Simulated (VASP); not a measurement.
GaP:

```xyz
2
Lattice="0.0000 2.7184 2.7184 2.7184 0.0000 2.7184 2.7184 2.7184 0.0000" Properties=species:S:1:pos:R:3 pbc="T T T"
Ga    0.0000    0.0000    0.0000
P     4.0776    4.0776    4.0776
```

The cell is a database's computed one.

Base run:

| Property | Result |
| --- | --- |
| Program | VASP 6.6.1 |
| Functional | TB-mBJ |
| Potentials or basis | VASP PAW PBE potentials, release 64 (Ga_d, P) |
| Cutoff | 520 eV |
| k mesh | 8 × 8 × 8 |
| Occupations | gaussian, width 0.02 eV |
| Spin | no spin polarisation |

Its results: band gap on the k mesh 2.41 eV, indirect (least direct gap 3.01 eV).

Problem. The run is repeated on the same cell with these changes: functional from TB-mBJ to r2SCAN. What comes out?

Solution. Band gap on the k mesh 1.89 eV, indirect (least direct gap 2.41 eV).

A k mesh can miss the band edges.
